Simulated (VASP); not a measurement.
# Be in VASP: settings compared, part 2 of 2

VASP 6.6.1.

### 3 Relaxation of the atoms, PBE+dDsC (the (0 0 1) slab of Be, cut from the database cell, not relaxed)

Input file INCAR:

```
ALGO     = Normal         # electronic algorithm
DIPOL    = 0.5 0.5 0.500
EDIFF    = 1E-6           # SCF threshold, eV
EDIFFG   = -0.005         # ionic threshold
ENCUT    = 520            # plane-wave cutoff, eV
GGA      = PE             # functional
IBRION   = 2              # ionic algorithm
IDIPOL   = 3            
ISIF     = 2              # what is computed and relaxed
ISMEAR   = 0              # smearing method
IVDW     = 4              # dispersion correction
LASPH    = T              # aspherical terms in the spheres
LCHARG   = F              # write CHGCAR
LDIPOL   = T            
LREAL    = F              # projectors in reciprocal space
LWAVE    = F              # write WAVECAR
NELM     = 60             # most SCF steps
NSW      = 40             # ionic steps
PREC     = Accurate       # precision mode
SIGMA    = 0.05           # smearing width, eV
```

Input file KPOINTS:

```
k-points
0
Gamma
  13 13 1
```

Input file POSCAR:

```
Be
1.0
    2.2995019849      0.0000000000      0.0000000000
   -1.1497509924      1.9914271350      0.0000000000
    0.0000000000      0.0000000000     29.4036000000
Be
9
Selective dynamics
Direct
    0.6666666667      0.3333333334      0.2550708077  F F F
    0.3333333333      0.6666666666      0.3163031057  F F F
    0.6666666667      0.3333333334      0.3775354038  F F F
    0.3333333333      0.6666666666      0.4387677019  F F F
    0.6666666667      0.3333333334      0.5000000000  T T T
    0.3333333333      0.6666666666      0.5612322981  T T T
    0.6666666667      0.3333333334      0.6224645962  T T T
    0.3333333333      0.6666666666      0.6836968943  T T T
    0.6666666667      0.3333333334      0.7449291923  T T T
```

Potentials or basis: VASP PAW PBE potentials, release 64 (Be).

Launch:

```bash
> cat potpaw_PBE.64/Be/POTCAR > POTCAR
> mpirun -np 1 vasp_std > vasp.out
```

OUTCAR:

```text
EDIFF = 1E-6
   EDIFFG = -0.005
   ENCUT = 520
   GGA = PE
   IBRION = 2
   ISIF = 2
   ISMEAR = 0
   IVDW = 4
   LASPH = T
   LREAL = F
   NELM = 60
   NSW = 40
   PREC = Accurate
  IVDW =   4

 ion  position               nearest neighbor table
   1  0.667  0.333  0.255-   2 2.24   2 2.24   2 2.24
   2  0.333  0.667  0.316-   1 2.24   1 2.24   1 2.24   3 2.24   3 2.24   3 2.24
   3  0.667  0.333  0.378-   4 2.24   2 2.24   4 2.24   2 2.24   4 2.24   2 2.24
   4  0.333  0.667  0.439-   3 2.24   5 2.24   3 2.24   5 2.24   3 2.24   5 2.24
   5  0.667  0.333  0.500-   4 2.24   6 2.24   4 2.24   6 2.24   4 2.24   6 2.24
   6  0.333  0.667  0.561-   7 2.24   5 2.24   7 2.24   5 2.24   7 2.24   5 2.24
   7  0.667  0.333  0.622-   6 2.24   8 2.24   6 2.24   8 2.24   6 2.24   8 2.24
   8  0.333  0.667  0.684-   9 2.24   9 2.24   9 2.24   7 2.24   7 2.24   7 2.24
   9  0.667  0.333  0.745-   8 2.24   8 2.24   8 2.24

  LATTYP: Found a hexagonal cell.
 ALAT       =     2.2995019849
 C/A-ratio  =    12.7869426481

  Lattice vectors:

 A1 = (   2.2995019849,   0.0000000000,   0.0000000000)
 A2 = (  -1.1497509924,   1.9914271350,   0.0000000000)
 A3 = (   0.0000000000,   0.0000000000,  29.4036000000)

Analysis of symmetry for initial positions (statically):
=====================================================================
 Subroutine PRICEL returns:
 Original cell was already a primitive cell.

 Routine SETGRP: Setting up the symmetry group for a
 hexagonal supercell.

 Subroutine GETGRP returns: Found 12 space group operations
 (whereof 12 operations were pure point group operations)
 out of a pool of 24 trial point group operations.

The static configuration has the point symmetry D_3h.

Analysis of symmetry for dynamics (positions and initial velocities):
=====================================================================
 Subroutine PRICEL returns:
 Original cell was already a primitive cell.

 Routine SETGRP: Setting up the symmetry group for a
 hexagonal supercell.

 Subroutine GETGRP returns: Found 12 space group operations
 (whereof 12 operations were pure point group operations)
 out of a pool of 24 trial point group operations.

The dynamic configuration has the point symmetry D_3h.

Analysis of constrained symmetry for selective dynamics:
=====================================================================
 Subroutine PRICEL returns:
 Original cell was already a primitive cell.

 Routine SETGRP: Setting up the symmetry group for a
 hexagonal supercell.

 Subroutine GETGRP returns: Found  6 space group operations
 (whereof  6 operations were pure point group operations)
 out of a pool of 24 trial point group operations.

The constrained configuration has the point symmetry C_3v.

 Subroutine INISYM returns: Found  6 space group operations
 (whereof  6 operations are pure point group operations),
 and found     1 'primitive' translations

----------------------------------------------------------------------------------------

                                     Primitive cell

  volume of cell :     134.6476

  direct lattice vectors                    reciprocal lattice vectors
     2.299501985  0.000000000  0.000000000     0.434876772  0.251076221  0.000000000
    -1.149750992  1.991427135  0.000000000     0.000000000  0.502152443  0.000000000
     0.000000000  0.000000000 29.403600000     0.000000000  0.000000000  0.034009441

  length of vectors
[... 105 lines left out ...]
   EMIN   =  10.00;   EMAX   =-10.00  energy-range for DOS
   EFERMI =   0.00;   METHOD = LEGACY
   ISMEAR =     0;   SIGMA  =   0.05  broadening in eV -4-tet -1-fermi 0-gaus
   EFERMI_NEDOS =   21; number of points for ismear=-14 and -15
   IALGO  =     38    algorithm
   IMIX   =      4    mixing-type and parameters
     AMIX     =   0.40;   BMIX     =  1.00
     AMIX_MAG =   1.60;   BMIX_MAG =  1.00
  volume/ion in A,a.u.               =      14.96       100.96
  Fermi-wavevector in a.u.,A,eV,Ry     =   0.837078  1.581849  9.533604  0.700700
  Thomas-Fermi vector in A             =   1.950909
   LORBIT       =      0    0 simple, 1 ext, 2 COOP (PROOUT), +10 PAW based schemes
   GGA     = PE    functional components
   LHFCALC =     F    Hartree Fock is set to
   AEXX    =    0.0000 exact exchange contribution
   IVDW    =     4    specifies the selected vdW correction
   LEPSILON=     F    determine dielectric tensor
   LRPA    =     F    only Hartree local field effects (RPA)
 conjugate gradient relaxation of ions
 non-spin polarized calculation
 Gauss-broadening in eV      SIGMA  =   0.05
  energy-cutoff  :      520.00
  volume of cell :      134.65
 maximum number of plane-waves:      3727
 NGX is ok and might be reduce to    18
   NGX =  9   NGY =  9   NGZ =109

--------------------------------------- Ionic step        1  -------------------------------------------

 number of electron      18.0000000 magnetization

 Free energy of the ion-electron system (eV)
  ---------------------------------------------------
  ext. energy  EPLUGINS =         0.00000000
  ---------------------------------------------------
  free energy    TOTEN  =       -32.78013829 eV

  energy without entropy =      -32.77619814  energy(sigma->0) =      -32.77816821

------------------------ aborting loop because EDIFF is reached ----------------------------------------

  dDsC method for vdW energy calculation

  Number of pair interactions contributing to vdW energy:  176002
[... 132 lines left out ...]
  FREE ENERGIE OF THE ION-ELECTRON SYSTEM (eV)
  ---------------------------------------------------
  free  energy   TOTEN  =       -33.2274486635 eV

  energy  without entropy=      -33.2233765196  energy(sigma->0) =      -33.22541259

[... ionic steps 4 to 19 ...]

--------------------------------------- Ionic step       20  -------------------------------------------

 number of electron      18.0000000 magnetization

------------------------ aborting loop because EDIFF is reached ----------------------------------------
[... 87 lines left out ...]
  FREE ENERGIE OF THE ION-ELECTRON SYSTEM (eV)
  ---------------------------------------------------
  free  energy   TOTEN  =       -33.2287320205 eV

  energy  without entropy=      -33.2253852416  energy(sigma->0) =      -33.22705863

 dipolmoment           0.000000      0.000000      0.000006 electrons x Angstroem

--------------------------------------- Ionic step       22  -------------------------------------------

 number of electron      18.0000000 magnetization

 dipolmoment           0.000000      0.000000     -0.000090 electrons x Angstroem

 Free energy of the ion-electron system (eV)
  ---------------------------------------------------
  ext. energy  EPLUGINS =         0.00000000
  ---------------------------------------------------
  free energy    TOTEN  =       -32.78475088 eV

  energy without entropy =      -32.78142271  energy(sigma->0) =      -32.78308679

 E-fermi :   1.1634     XC(G=0):  -6.4189

 val. band max:        1.1378510931   @ k =   0.3077   0.2308   0.0000
 cond. band min:       1.2018480540   @ k =   0.2308   0.0769   0.0000
 fundamental gap:      0.0639969609
 Fermi energy:         1.1633833024

 k-point     1 :       0.0000    0.0000    0.0000
  band No.  band energies     occupation
      1      -9.6978      2.00000
      2      -9.2371      2.00000
      3      -8.6880      2.00000
      4      -7.9734      2.00000
      5      -7.0994      2.00000
      6      -6.0613      2.00000
      7      -4.8770      2.00000
      8      -3.6641      2.00000
      9      -1.4614      2.00000
     10      -1.3207      2.00000
     11       3.4176      0.00000
     12       4.8525      0.00000
     13       5.7338      0.00000
     14       6.4022      0.00000
[... 328 lines left out ...]
      3      -0.8551      2.00000
      4      -0.3503      2.00000
      5       0.1086      2.00000
      6       0.5031      2.00000
      7       0.6326      2.00000
      8       0.7278      2.00000
      9       0.9725      2.00000
     10       1.2459      0.01961
     11       1.4360      0.00000
     12       1.7087      0.00000
     13       2.1765      0.00000
     14       2.8285      0.00000

------------------------ aborting loop because EDIFF is reached ----------------------------------------

 vacuum level on the upper side and lower side of the slab       (xc-potential included)        -0.011        -0.008

  Hirshfeld-DOM and Hirshfeld charges and relative Volumes:
            ion         q(e)           q(e)           rel_vol
   -----------------------------------------------------------
      1     Be          0.004          0.007          1.082
      2     Be         -0.006         -0.009          1.061
      3     Be          0.002          0.002          1.088
      4     Be          0.000          0.001          1.086
      5     Be          0.001          0.001          1.086
      6     Be          0.000          0.000          1.087
      7     Be          0.000         -0.000          1.087
      8     Be         -0.005         -0.008          1.063
      9     Be          0.004          0.007          1.083
[... 38 lines left out ...]
  FREE ENERGIE OF THE ION-ELECTRON SYSTEM (eV)
  ---------------------------------------------------
  free  energy   TOTEN  =       -33.2286920372 eV

  energy  without entropy=      -33.2253638712  energy(sigma->0) =      -33.22702795

 reached required accuracy - stopping structural energy minimisation

 vacuum level on the upper side and lower side of the slab         6.456         6.331
```

Run time: 17 min. Hardware: 1 thread of Intel Xeon Platinum 8259CL at 2.50GHz (Skylake/Cascade Lake), shared host; peak memory 0.26 GiB.

What came out:

| Item | Value |
| --- | --- |
| Free energy | -33.2287 eV |
| Energy gained by relaxing | 0.4 meV/atom |
| Ionic steps | 22 |
| Band gap on the k mesh | none (metal or under the smearing width) |
| Dispersion energy per atom | -0.049 eV |

The path:
```
step  energy change (eV)  largest force (eV/Å)  pressure (GPa)
   1              0.0000                0.1344           -3.76
   2             -0.0012                0.1347           -3.77
   3             -0.0019                0.1351           -3.78
   4             -0.0026                0.1353           -3.80
   5             -0.0025                0.1360           -3.80
   6             -0.0030                0.1351           -3.80
   7             -0.0033                0.1350           -3.80
   8             -0.0035                0.1352           -3.79
   9             -0.0038                0.1348           -3.78
  10             -0.0041                0.1339           -3.75
  11             -0.0043                0.1333           -3.73
  12             -0.0041                0.1323           -3.70
  13             -0.0041                0.1321           -3.67
  14             -0.0033                0.1314           -3.55
  15             -0.0034                0.1317           -3.53
  16             -0.0034                0.1318           -3.52
  17             -0.0034                0.1318           -3.51
  18             -0.0033                0.1309           -3.50
  19             -0.0033                0.1306           -3.49
  20             -0.0032                0.1304           -3.47
  21             -0.0032                0.1303           -3.47
  22             -0.0032                0.1304           -3.47
```

Final structure:
```
Be
1.0
     2.29950    0.00000    0.00000
    -1.14975    1.99143    0.00000
     0.00000    0.00000   29.40360
Be
9
Cartesian
  1.1498 0.6638 7.5000
  0.0000 1.3276 9.3004
  1.1498 0.6638 11.1009
  0.0000 1.3276 12.9013
  1.1498 0.6638 14.6751
  0.0000 1.3276 16.4510
  1.1498 0.6638 18.2265
  0.0000 1.3276 20.0152
  1.1498 0.6638 21.8389
```
